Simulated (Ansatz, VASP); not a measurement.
# Cross-check of InAs between VASP and Ansatz, part 3 of 3

One calculation is typed for both programs; each brings its own data sets. How far apart do they land? The cell is taken from a series of runs on this material, whose earlier steps may have relaxed, scaled, displaced or heated it; both programs get it as it stands.

VASP 6.6.1 and Ansatz 0.2.0.

So far: Starting point; Ansatz: zone-centre phonons, LDA; VASP: zone-centre phonons, LDA.

## Step 3: VASP: zone-centre phonons, LDA (continued)

Level of this step: LDA; plane waves and PAW (As, In_d) (VASP).

Numbers of over 12 decimals in the logs are rounded to 6 here.

From OUTCAR (step 3):

```text
ion  position               nearest neighbor table
   1  0.747  0.747  0.747-   2 2.62   2 2.66   2 2.66   2 2.66
   2  0.003  0.003  0.003-   1 2.62   1 2.66   1 2.66   1 2.66

  LATTYP: Found a trigonal (rhomboedric) cell.
 ALAT       =     4.2533554694
 COS(alpha) =     0.4677096523

 Subroutine GETGRP returns: Found  6 space group operations
 (whereof  6 operations were pure point group operations)

The static configuration has the point symmetry C_3v.

   k-points           NKPTS =   1728   k-points in BZ     NKDIM =   1728   number of bands    NBANDS=     15

   dimension x,y,z NGX =    32 NGY =   32 NGZ =   32
   dimension x,y,z NGXF=    64 NGYF=   64 NGZF=   64

   ENCUT  =  500.0 eV  36.75 Ry    6.06 a.u.   7.75  7.75  7.75*2*pi/ulx,y,z

   NELECT =      18.0000    total number of electrons

 k-points in reciprocal lattice and weights: Points of the shifted mesh
   0.04166667  0.04166667  0.04166667       0.001
   0.04166667  0.04166667  0.12500000       0.001
   0.04166667  0.04166667  0.20833333       0.001
   0.04166667  0.04166667  0.29166667       0.001
   0.04166667  0.04166667  0.37500000       0.001
   0.04166667  0.04166667  0.45833333       0.001
   0.04166667  0.04166667  0.54166667       0.001
   0.04166667  0.04166667  0.62500000       0.001
   0.04166667  0.04166667  0.70833333       0.001
[...]
0.95833333  0.95833333  0.87500000       0.001
   0.95833333  0.95833333  0.95833333       0.001

 average (electrostatic) potential at core
       1 -53.3965       2 -96.3788

  Total       -0.7476764     -0.7476764     -0.7476764      0.3999180      0.3999180      0.3999180
  in kB      -21.0229217    -21.0229217    -21.0229217     11.2447649     11.2447649     11.2447649
  external PRESSURE =     -21.0229217 kB  Pullay stress =       0.0000000 kB

  energy-cutoff  :      500.00
  volume of cell :       56.98
      direct lattice vectors                 reciprocal lattice vectors
    -0.096368471  3.006804439  3.006804439    -0.158501311  0.163749504  0.163749504
     3.006804439 -0.096368471  3.006804439     0.163749504 -0.158501311  0.163749504
     3.006804439  3.006804439 -0.096368471     0.163749504  0.163749504 -0.158501311

 POSITION                                       TOTAL-FORCE (eV/Angst)
 -----------------------------------------------------------------------------------
      4.42246      4.42246      4.42246        -0.001939     -0.001939     -0.001939
      0.01547      0.01547      0.01547         0.001939      0.001939      0.001939
 -----------------------------------------------------------------------------------
    total drift:                                0.000045      0.000045      0.000045

 Eigenvectors and eigenvalues of the dynamical matrix
 ----------------------------------------------------

   1 f  =    6.306502 THz    39.624920 2PiTHz  210.362257 cm-1    26.081584 meV
             X         Y         Z           dx          dy          dz
      4.422456  4.422456  4.422456    -0.449268   -0.449268   -0.449268
      0.015475  0.015475  0.015475     0.362618    0.362618    0.362618

   2 f  =    6.016582 THz    37.803301 2PiTHz  200.691582 cm-1    24.882574 meV
             X         Y         Z           dx          dy          dz
      4.422456  4.422456  4.422456    -0.596172    0.487484    0.108688
      0.015475  0.015475  0.015475     0.481844   -0.393999   -0.087845

   3 f  =    6.016582 THz    37.803301 2PiTHz  200.691582 cm-1    24.882574 meV
             X         Y         Z           dx          dy          dz
      4.422456  4.422456  4.422456     0.218698    0.406951   -0.625649
      0.015475  0.015475  0.015475    -0.176758   -0.328910    0.505668

   4 f/i=    0.001615 THz     0.010150 2PiTHz    0.053887 cm-1     0.006681 meV
             X         Y         Z           dx          dy          dz
      4.422456  4.422456  4.422456    -0.248085   -0.265062    0.513148
      0.015475  0.015475  0.015475    -0.306949   -0.327955    0.634904

   5 f/i=    0.001615 THz     0.010150 2PiTHz    0.053887 cm-1     0.006681 meV
             X         Y         Z           dx          dy          dz
      4.422456  4.422456  4.422456    -0.449300    0.439498    0.009802
      0.015475  0.015475  0.015475    -0.555907    0.543779    0.012127

   6 f/i=    0.002496 THz     0.015683 2PiTHz    0.083257 cm-1     0.010323 meV
             X         Y         Z           dx          dy          dz
      4.422456  4.422456  4.422456     0.362618    0.362618    0.362618
      0.015475  0.015475  0.015475     0.449268    0.449268    0.449268

 ELASTIC MODULI CONTR FROM IONIC RELAXATION (kBar)
 Direction    XX          YY          ZZ          XY          YZ          ZX
 --------------------------------------------------------------------------------
 XX          -4.6549     -4.3291     -4.3291    -16.9353    -23.2956    -15.6688
 YY          -4.3291     -4.6549     -4.3291    -15.6688    -16.9353    -23.2956
 ZZ          -4.3291     -4.3291     -4.6549    -23.2956    -15.6688    -16.9353
 XY         -16.9353    -15.6688    -23.2956   -180.7862    -26.9636    -26.9636
 YZ         -23.2956    -16.9353    -15.6688    -26.9636   -180.7862    -26.9636
 ZX         -15.6688    -23.2956    -16.9353    -26.9636    -26.9636   -180.7862
 --------------------------------------------------------------------------------
```

The gap is read on the k-mesh alone, so it is an upper bound where the band edges lie off the mesh. Energies printed during the response cycles are not total energies of the cell.

## Step 4: Differences

Known differences besides the potentials themselves: the two LDA forms differ slightly; the data sets hold 28 valence electrons in Ansatz (on its PAW soft_1 files) and 18 in VASP; the cutoff is 420 eV in Ansatz and 500 eV in VASP; VASP's log shows a relativistic correction to its local exchange, Ansatz's none. Total energies have different zeros and are not compared.

Both answers:

```tsv
quantity	Ansatz	VASP	difference
optical mode 1 to 2 (cm⁻¹)	199.6	200.7	-0.53 %
optical mode 3 (cm⁻¹)	209.6	210.4	-0.39 %
```

Modes are paired by rising frequency, not by their patterns, so a pair may set unlike modes beside each other; they are those without the splitting of longitudinal modes.

## Step 5: Results

```
r.m.s. difference of the optical zone-centre modes, each program's sorted by frequency (zone-centre phonons, LDA) : 0.99 cm⁻¹
difference in optical mode 1 to 2 (zone-centre phonons, LDA)                                                      : -0.5 %
```

The r.m.s. difference of the optical zone-centre modes, each program's sorted by frequency is 0.99 cm⁻¹ (zone-centre phonons, LDA). The data sets hold unlike numbers of valence electrons (28 in Ansatz and 18 in VASP), so part of the differences comes from the potentials. Among the rows given in per cent, the largest difference of the zone-centre phonons, LDA pair is in optical mode 1 to 2, -0.5 %. How closely two codes agree says nothing of how well the functional describes the real material.

[Lines on the potential files, build, host, timing and source positions are cut from VASP's logs without a mark.]

[Logs are printed without paths, hosts, clocks, repeated set-up lines and the standing remarks that a program may print on its own settings, such as how far it seeks lower states.]

[Hosts, paths, dates, database ids (printed as entryN), source tags and the programs' standing remarks are cut or masked in the printed files.]
